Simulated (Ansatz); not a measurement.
Ionic part of the dielectric constant of ZrO2 at 35 GPa, mode by mode

Theory: DFT PBEsol, scalar-relativistic, plane waves, PAW (Ansatz). Plane waves to 420 eV; Γ-centred k mesh 8×8×8; fixed occupations. No spin polarisation. Phonons by linear response, acoustic sum rule imposed.

The structure is cubic, space group Fm-3m (No. 225). The conventional cell has a = 4.883 Å, b = 4.883 Å, c = 4.883 Å, α = 90.00°, β = 90.00°, γ = 90.00°. Zr (site symmetry m-3m) has 8 O at 2.11 Å as nearest neighbours. O (site symmetry -43m) has 4 Zr at 2.11 Å as nearest neighbours.

Other phases may be more stable at this pressure.

The primitive cell has V = 29.11 Å³ and ε∞,xx = 5.771. Each polar mode adds Δε = (4.92064×10⁷/V)·S/ν² along x, with S its oscillator strength in e²/amu, ν in cm⁻¹ and V in Å³.

Question: From these modes, find each Δε and ε0,xx.
```
ν (cm⁻¹) S_xx (e²/amu)
   362.4          1.412
```

Answer:
```tsv
ν (cm⁻¹)	Δε
362.4	18.18
```

The sum is 18.175, so ε0,xx = 23.95; the run's tensor has 23.95.

Question: Where do the longitudinal modes lie for a wave vector along x?

Answer: At 738 cm⁻¹. The Lyddane–Sachs–Teller product Π(ν_LO/ν_TO)² = 4.15 matches ε0/ε∞ = 4.15.

This fluorite-type form isn't the usual stable structure of the compound at low pressure.

Cost: 1 run of about 0.32 core-minutes, on AMD EPYC 9R45 (Zen 5) (shared hosts).